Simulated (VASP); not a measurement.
The system is Si.

```
Si
1.0
     0.00000    2.71356    2.71356
     2.71356    0.00000    2.71356
     2.71356    2.71356    0.00000
Si
2
Direct
  0.75000 0.75000 0.75000
  0.50000 0.50000 0.50000
```

Base run:

- Program: VASP 6.6.1
- Functional: PBEsol
- Potentials or basis: VASP PAW PBE potentials, release 64 (Si)
- Cutoff: 250 eV
- k mesh: 7 × 7 × 7
- Occupations: fermi-dirac, width 0.02 eV
- Spin: no spin polarisation

Its results: band gap on the k mesh 0.46 eV, indirect (least direct gap 2.52 eV).

Question: The run is repeated on the same cell with these changes: functional from PBEsol to HSE06; cutoff from 250 eV to 520 eV; k mesh from 7 × 7 × 7 to 6 × 6 × 6. What comes out?

Answer: Band gap on the k mesh 1.30 eV, indirect (least direct gap 3.34 eV).

Several settings changed at once, so the effect can't be laid on one alone.

Caveats: an odd mesh through Γ misses points on the zone boundary, where band edges often lie (some runs).

Not every run made on this cell is shown here.
